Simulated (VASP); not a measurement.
Pb: relaxation of cell and atoms with PBE

Pb:

```
CELL_PARAMETERS angstrom
0.00000 2.47502 2.47502
2.47502 0.00000 2.47502
2.47502 2.47502 0.00000
ATOMIC_POSITIONS crystal
Pb 0.00000 0.00000 0.00000
```

```yaml
Program: VASP 6.6.1
Task: relaxation of cell and atoms
Functional: PBE
Potentials_or_basis: VASP PAW PBE potentials, release 64 (Pb_d)
Cutoff: 600 eV
k_mesh: 16 × 16 × 16
Occupations: methfessel-paxton, width 0.1 eV
Spin: no spin polarisation
Further_INCAR_settings: ALGO = Normal; EDIFF = 1e-06; IBRION = 2; EDIFFG = -0.01; NSW = 90; ISIF = 3
```

| Item | Value |
| --- | --- |
| Relaxed volume | 31.83 Å³/atom |
| Relaxed cell | a = 3.557 Å, b = 3.557 Å, c = 3.557 Å, α = 60.00°, β = 60.00°, γ = 60.00° |
| Space group after relaxing (to 0.05 Å) | Fm-3m (No. 225) |
| Energy gained by relaxing | 10.2 meV/atom |
| Ionic steps | 3 |
| Pressure after relaxing | 0.0 GPa |
| Band gap on the k mesh | none (metal or under the smearing width) |

Step by step:
```tsv
step	energy change (eV)	largest force (eV/Å)	pressure (GPa)	volume (Å³)
1	0.0000	0.0000	2.28	30.32
2	-0.0095	0.0000	-0.54	32.26
3	-0.0102	0.0000	0.00	31.83
```

Final structure:
```
Pb
1.0
     0.00000    2.51527    2.51527
     2.51527    0.00000    2.51527
     2.51527    2.51527    0.00000
Pb
1
Direct
  0.00000 0.00000 0.00000
```

Levels at points of the mesh, in eV from the Fermi level:
```csv
k point,band 5,band 6,band 7,band 8,band 9,band 10
"(0.00, 0.00, 0.00)",-17.01,-11.52,6.96,6.96,6.96,9.65
"(0.50, 0.00, 0.00)",-16.89,-8.17,-4.05,5.23,5.23,8.96
"(0.50, 0.50, 0.00)",-16.86,-6.87,-3.17,1.91,1.91,5.16
```

It took 48 s on 1 thread of AMD EPYC 9R45 96-Core Processor (Zen 5), with other jobs on the host, peak memory 0.18 GiB.

The run has no spin-orbit coupling, so splittings on Pb are missing. Zero-point motion and thermal expansion aren't in these numbers.
